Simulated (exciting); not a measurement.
# Pt (P-1) in exciting: notebook, part 2 of 2

exciting (release sodium). The steps go on from the part before.

### 3 Electric field gradients, LDA, spin-orbit coupling, no magnetisation

The input, run_exciting.py:

```python
import subprocess
import xml.etree.ElementTree as ET
from ase.io import read
from ase.units import Bohr

atoms = read("POSCAR")
rmt = {'Pt': 2.3}  # bohr
tasks = """
<groundstate do="fromscratch" ngridk="10 10 10" rgkmax="9" gmaxvr="14" lmaxapw="10" lmaxmat="10" lmaxvr="8" xctype="LDA_PW" stype="Gaussian" swidth="0.00183747" nempty="40" ValenceRelativity="iora*" epsengy="1e-05" epspot="1e-05" maxscl="60" tforce="true" outputlevel="normal">
  <spin spinorb="true"/>
</groundstate>
<properties>
  <EFG/>
  <mossbauer/>
</properties>
"""

root = ET.Element("input")
ET.SubElement(root, "title").text = "Pt"
structure = ET.SubElement(root, "structure", speciespath="./", tshift="false")
crystal = ET.SubElement(structure, "crystal", scale="1.0")
for vector in atoms.cell / Bohr:
    ET.SubElement(crystal, "basevect").text = " ".join(f"{x:.12f}" for x in vector)
symbols = atoms.get_chemical_symbols()
for element in dict.fromkeys(symbols):
    species = ET.SubElement(structure, "species", speciesfile=element + ".xml", rmt=str(rmt[element]))
    for symbol, position in zip(symbols, atoms.get_scaled_positions(wrap=False)):
        if symbol == element:
            ET.SubElement(species, "atom", coord=" ".join(f"{x:.12f}" for x in position))
root.extend(ET.fromstring("<tasks>" + tasks + "</tasks>"))
ET.indent(root)
ET.ElementTree(root).write("input.xml")
subprocess.run(["exciting_smp"], check=True)
```

The input, POSCAR:

```
Pt
1.0
   -1.5821724000      1.5849819900      1.5846552900
    1.6029151900     -1.5797795700      1.6001956600
    1.5674823500      1.5650895200     -1.5794528700
Pt
1
Direct
    0.0000000000      0.0000000000      0.0000000000
```

Potentials or basis: all-electron LAPW+lo, shipped species files, valence relativity iora*.

The run is started by

```sh
OMP_NUM_THREADS=1 python run_exciting.py
```

Log:

```text
================================================================================
EXCITING SODIUM started
All units are atomic (Hartree, Bohr, etc.)
================================================================================

********************************************************************************
* Ground-state run starting from atomic densities                              *
********************************************************************************

++++++++++++++++++++++++++++++++++++++++++++++++++++++++++++++++++++++++++++++++
+ Starting initialization                                                      +
++++++++++++++++++++++++++++++++++++++++++++++++++++++++++++++++++++++++++++++++

 Lattice vectors (cartesian) :
     -2.9898725199      2.9951818755      2.9945645020
      3.0290707120     -2.9853507265      3.0239315452
      2.9621123486      2.9575905552     -2.9847333530

 Reciprocal lattice vectors (cartesian) :
     -0.0019365355      1.0537753466      1.0422705846
      1.0419672863      0.0031461713      1.0371878778
      1.0537084201      1.0604337735     -0.0085949625

 Unit cell volume                           :     107.3150784986
 Brillouin zone volume                      :       2.3114199506

 Species :    1 (Pt)
     parameters loaded from                 :    Pt.xml
     name                                   :    platinum
     nuclear charge                         :     -78.00000000
     electronic charge                      :      78.00000000
[... 74 lines left out ...]
 Fermi energy                               :         0.48812672
 Kinetic energy                             :     21105.24937614
 Coulomb energy                             :    -39174.39252157
 Exchange energy                            :      -338.42452202
 Correlation energy                         :        -8.14946501
 No external B-field energy in total energy
[... 699 lines left out ...]
 RMS change in effective potential (target) :  0.107827E-08  ( 0.100000E-04)
 Absolute change in total energy   (target) :  0.506356E-06  ( 0.100000E-04)
 Charge distance                   (target) :  0.823690E-09  ( 0.100000E-04)
 Abs. change in max-nonIBS-force   (target) :   0.00000      ( 0.500000E-04)

++++++++++++++++++++++++++++++++++++++++++++++++++++++++++++++++++++++++++++++++
| Convergency criteria checked for the last 2 iterations                       +
| Convergence targets achieved. Performing final SCF iteration                 +
++++++++++++++++++++++++++++++++++++++++++++++++++++++++++++++++++++++++++++++++
 Total energy                               :    -18436.49425291
 _______________________________________________________________
 Fermi energy                               :         0.43517889
 Kinetic energy                             :     21091.37915661
 Coulomb energy                             :    -39180.95374565
 Exchange energy                            :      -338.76144078
 Correlation energy                         :        -8.15822310
 No external B-field energy in total energy
[... 13 lines left out ...]
 Moments :
     interstitial                 :     0.00000012    -0.00000145    -0.00009527
     moment in muffin-tin spheres :
         atom     1    Pt         :    -0.00003504    -0.00001913    -0.00107322
     total moment in muffin-tins  :    -0.00003504    -0.00001913    -0.00107322
     total moment                 :    -0.00003492    -0.00002058    -0.00116849

++++++++++++++++++++++++++++++++++++++++++++++++++++++++++++++++++++++++++++++++
+ Self-consistent loop stopped                                                 +
++++++++++++++++++++++++++++++++++++++++++++++++++++++++++++++++++++++++++++++++
 STATE.OUT is written

--------------------------------------------------------------------------------
- Writing atomic positions and forces                                          -
--------------------------------------------------------------------------------

 Atomic positions (lattice) :
 atom     1  Pt  :     0.00000000    0.00000000    0.00000000

 Total atomic forces including IBS (cartesian) :
 atom     1  Pt  :     0.00000000    0.00000000    0.00000000

 Atomic force components including IBS (cartesian) :
 atom     1  Pt  :     0.00000000    0.00000000    0.00000000   HF force
                 :     0.00000000    0.00000000    0.00000000   core correction
                 :     0.00000000    0.00000000    0.00000000   IBS correction

********************************************************************************
* Groundstate module stopped                                                   *
********************************************************************************

--------------------------------------------------------------------------------
- CAUTION! Warnings have been written in file WARNING.OUT !                    -
--------------------------------------------------------------------------------
================================================================================
| EXCITING SODIUM stopped                                                      =
================================================================================
```

Run time: 17 min. Hardware: 1 thread of Arm Neoverse V1, shared host; peak memory 0.12 GiB.

Results:

| Quantity | Value |
| --- | --- |
| Band gap on the k mesh | none (metal or under the smearing width) |
| All electrons inside the program's atomic spheres | Pt 75.73 (radii Pt 2.3 bohr) |

Electric field gradients, principal values (1e21 V/m²):
```tsv
atom	Vxx	Vyy	Vzz	η
1 Pt	-0.034	-0.354	0.387	0.83
```

Caveat: the field gradient of a metal still moves by tens of percent with the k mesh; total energies with spin-orbit coupling aren't reliable in this program, so none is listed and the log's shouldn't be used; EFG.OUT prints the tensor in atomic units and with the sign opposite to the usual one.

### 4 Real-space fields, BP86

run_exciting.py: that of step 3 with these lines changed.

```diff
@@ -5,11 +5,43 @@
 
-atoms = read("POSCAR")
+atoms = read("Pt.cif")
+import spglib
+from ase import Atoms
+cell, positions, numbers = spglib.find_primitive((atoms.cell[:], atoms.get_scaled_positions(), atoms.numbers), symprec=1e-5)
+atoms = Atoms(numbers, cell=cell, scaled_positions=positions, pbc=True)
 rmt = {'Pt': 2.3}  # bohr
 tasks = """
-<groundstate do="fromscratch" ngridk="10 10 10" rgkmax="9" gmaxvr="14" lmaxapw="10" lmaxmat="10" lmaxvr="8" xctype="LDA_PW" stype="Gaussian" swidth="0.00183747" nempty="40" ValenceRelativity="iora*" epsengy="1e-05" epspot="1e-05" maxscl="60" tforce="true" outputlevel="normal">
-  <spin spinorb="true"/>
+<groundstate do="fromscratch" ngridk="12 12 12" rgkmax="8" gmaxvr="14" lmaxapw="10" lmaxmat="10" lmaxvr="8" stype="Fermi Dirac" swidth="0.00099958" nempty="12" ValenceRelativity="iora*" epsengy="1e-05" epspot="1e-05" maxscl="60" outputlevel="low" radialgridtype="expocubic">
+  <libxc exchange="XC_GGA_X_B88" correlation="XC_GGA_C_P86"/>
 </groundstate>
 <properties>
-  <EFG/>
-  <mossbauer/>
+  <chargedensityplot>
+    <plot3d>
+      <box grid="14 14 14">
+        <origin coord="0 0 0"/>
+        <point coord="1 0 0"/>
+        <point coord="0 1 0"/>
+        <point coord="0 0 1"/>
+      </box>
+    </plot3d>
+  </chargedensityplot>
+  <elfplot>
+    <plot3d>
+      <box grid="14 14 14">
+        <origin coord="0 0 0"/>
+        <point coord="1 0 0"/>
+        <point coord="0 1 0"/>
+        <point coord="0 0 1"/>
+      </box>
+    </plot3d>
+  </elfplot>
+  <exccplot>
+    <plot3d>
+      <box grid="14 14 14">
+        <origin coord="0 0 0"/>
+        <point coord="1 0 0"/>
+        <point coord="0 1 0"/>
+        <point coord="0 0 1"/>
+      </box>
+    </plot3d>
+  </exccplot>
 </properties>
```

The input, Pt.cif:

```cif
data_Pt
_cell_length_a 2.72051052
_cell_length_b 2.74345946
_cell_length_c 2.75055974
_cell_angle_alpha 109.50900607
_cell_angle_beta 108.80017109
_cell_angle_gamma 109.58856886
_space_group_name_H-M_alt 'P-1'
_space_group_name_Hall '-P 1'
_space_group_IT_number 2
loop_
_space_group_symop_operation_xyz
'x,y,z'
'-x,-y,-z'
loop_
_atom_site_label
_atom_site_type_symbol
_atom_site_symmetry_multiplicity
_atom_site_Wyckoff_symbol
_atom_site_fract_x
_atom_site_fract_y
_atom_site_fract_z
_atom_site_occupancy
Pt1 Pt 1 a 0.0000000000 0.0000000000 0.0000000000 1
```

Potentials or basis: all-electron LAPW+lo, shipped species files, valence relativity iora*.

The run is started by

```sh
OMP_NUM_THREADS=1 python run_exciting.py
```

Log:

```text
================================================================================
EXCITING SODIUM started
[... 10 lines left out ...]

 Lattice vectors (cartesian) :
      5.1410198053      0.0000000000      0.0000000000
     -1.7381363184      4.8843373018      0.0000000000
     -1.6750888065     -2.4385626623      4.2737176212

 Reciprocal lattice vectors (cartesian) :
      1.2221671079      0.4349193977      0.7271927914
     -0.0000000000      1.2863946363      0.7340105752
      0.0000000000     -0.0000000000      1.4701919650

 Unit cell volume                           :     107.3150786479
 Brillouin zone volume                      :       2.3114199474

 Species :    1 (Pt)
     parameters loaded from                 :    Pt.xml
     name                                   :    platinum

     atomic positions (lattice) :
       1 :   0.00000000  0.00000000  0.00000000

 Total number of atoms per unit cell        :       1

 Spin treatment                             :    spin-unpolarised

 Number of Bravais lattice symmetries       :       2
 Number of crystal symmetries               :       2

 k-point grid                               :      12   12   12
 Total number of k-points                   :     868
 k-point set is reduced with crystal symmetries

 R^MT_min * |G+k|_max (rgkmax)              :       8.00000000

 G-vector grid sizes                        :      24    24    24
 Total number of G-vectors                  :    4975

 Total nuclear charge                       :     -78.00000000
 Total electronic charge                    :      78.00000000

 Number of empty states                     :      12
 Total number of valence states             :      28

 Exchange-correlation type                  :     100
     libxc; exchange: Becke 88; correlation: Perdew 86 (see libxc for references)

 Smearing scheme                            :    Fermi-Dirac
 Smearing width                             :       0.00099958

++++++++++++++++++++++++++++++++++++++++++++++++++++++++++++++++++++++++++++++++
+ Ending initialization                                                        +
++++++++++++++++++++++++++++++++++++++++++++++++++++++++++++++++++++++++++++++++

********************************************************************************
* Groundstate module started                                                   *
********************************************************************************
 Output level for this task is set to low

++++++++++++++++++++++++++++++++++++++++++++++++++++++++++++++++++++++++++++++++
[... 5 lines left out ...]
+ SCF iteration number :    1                                                  +
++++++++++++++++++++++++++++++++++++++++++++++++++++++++++++++++++++++++++++++++
 Total energy                               :    -18430.72602217
 _______________________________________________________________
 Fermi energy                               :         0.48556877
 DOS at Fermi energy (states/Ha/cell)       :        14.39080765
 Electron charge: Core leakage              :         0.00221839

++++++++++++++++++++++++++++++++++++++++++++++++++++++++++++++++++++++++++++++++
+ SCF iteration number :    2                                                  +
++++++++++++++++++++++++++++++++++++++++++++++++++++++++++++++++++++++++++++++++
 Total energy                               :    -18442.94342792
 _______________________________________________________________
 Fermi energy                               :         0.45885772
 DOS at Fermi energy (states/Ha/cell)       :        13.38948442
 Electron charge: Core leakage              :         0.00213400
[... 187 lines left out ...]
++++++++++++++++++++++++++++++++++++++++++++++++++++++++++++++++++++++++++++++++
+ SCF iteration number :   17                                                  +
++++++++++++++++++++++++++++++++++++++++++++++++++++++++++++++++++++++++++++++++
 Total energy                               :    -18448.87985778
 _______________________________________________________________
 Fermi energy                               :         0.41432634
 DOS at Fermi energy (states/Ha/cell)       :        16.43883841
 Electron charge: Core leakage              :         0.00208097

 RMS change in effective potential (target) :  0.131169E-08  ( 0.100000E-04)
 Absolute change in total energy   (target) :  0.256923E-05  ( 0.100000E-04)
 Charge distance                   (target) :  0.648408E-09  ( 0.100000E-04)

++++++++++++++++++++++++++++++++++++++++++++++++++++++++++++++++++++++++++++++++
| Convergency criteria checked for the last 2 iterations                       +
| Convergence targets achieved. Performing final SCF iteration                 +
++++++++++++++++++++++++++++++++++++++++++++++++++++++++++++++++++++++++++++++++
 Total energy                               :    -18448.87985796
 _______________________________________________________________
 Fermi energy                               :         0.41432634
 DOS at Fermi energy (states/Ha/cell)       :        16.43883823
 Electron charge: Core leakage              :         0.00208097

++++++++++++++++++++++++++++++++++++++++++++++++++++++++++++++++++++++++++++++++
[... 12 lines left out ...]
| EXCITING SODIUM stopped                                                      =
================================================================================
```

It took 7.7 min on 1 thread of Arm Neoverse V1, shared host; peak memory 0.1 GiB.

Results:

```
Band gap on the k mesh : none (metal or under the smearing width)
```

Levels at points of the mesh, in eV from the Fermi level:
```tsv
k point	band 13	band 14	band 15	band 16	band 17	band 18
(0.00, 0.00, 0.00)	-3.39	-3.26	-0.96	-0.87	17.08	17.31
(0.50, 0.00, 0.00)	-1.11	-0.61	0.50	1.14	6.39	13.42
(0.00, 0.50, 0.00)	-1.00	-0.53	0.44	1.10	6.26	13.43
(0.50, 0.50, 0.00)	-1.20	-0.69	0.52	1.17	6.45	13.44
(0.00, 0.00, 0.50)	-1.11	-0.56	0.34	1.07	6.12	13.59
(0.50, 0.00, 0.50)	-1.07	-0.62	0.57	1.17	6.50	13.33
(0.00, 0.50, 0.50)	-1.08	-0.57	0.45	1.12	6.30	13.43
(0.50, 0.50, 0.50)	0.51	0.59	0.73	7.63	7.77	7.96
```

Spin-orbit coupling is left out, which matters for the levels of Pt.

### 5 Overview

```csv
task,level,spin,k mesh,smearing,outputlevel,top of the spectrum (Ha),broadening (Ha),nempty,rgkmax,other keys,gap on the mesh (eV)
optical spectrum,Xalpha+TS,off,"8 × 8 × 8, shifted",methfessel-paxton 0.136 eV,normal,0.8 Ha,0.02 Ha,26,7.5,findlinentype = Wigner_Seitz; rgkmax = 7.5,-
electric field gradients,LDA,"SOC, no magnetisation",10 × 10 × 10,gaussian 0.05 eV,normal,-,-,40,9,-,none
real-space fields,BP86,off,12 × 12 × 12,fermi-dirac 0.0272 eV,low,-,-,12,8,radialgridtype = expocubic,none
```

Alike in all rows: potentials or basis all-electron LAPW+lo, shipped species files, valence relativity iora*; cell as given.

Caveats: the dispersion energy is computed afterwards and isn't part of the total energy (some runs); the intraband (Drude) term of the metal is left out (some runs); spectra need much finer meshes, so this one isn't converged (some runs); independent-particle spectra lack excitons (some runs); the field gradient of a metal still moves by tens of percent with the k mesh (some runs); EFG.OUT prints the tensor in atomic units and with the sign opposite to the usual one (some runs).

Compare energies only between runs with the same functional and basis.
